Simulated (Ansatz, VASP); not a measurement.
**Two plane-wave programs on Ge**

```
Ge
1.0
     0.00000    2.73762    2.73762
     2.73762    0.00000    2.73762
     2.73762    2.73762    0.00000
Ge
2
Direct
  0.50000 0.50000 0.50000
  0.75000 0.75000 0.75000
```

Alike in both runs: task single point; functional LDA; k mesh 9 × 9 × 9; occupations fermi-dirac, width 0.05 eV; no spin polarisation.

|  | VASP | Ansatz |
| --- | --- | --- |
| version | VASP 6.6.1 | Ansatz 0.2.0 |
| potentials or method | VASP PAW LDA potentials, release 64 (Ge_d) | plane waves (420 eV) with PAW, scalar-relativistic |
| plane-wave cutoff (eV) | 520 | 420 |
| valence electrons in the cell | 28 | 28 |

Ansatz gave:

```
pressure (GPa) : 6.9
```

Estimate VASP's values.

pressure (GPa): 7.2.

Ansatz warned: «pseudo_functional_mismatch».
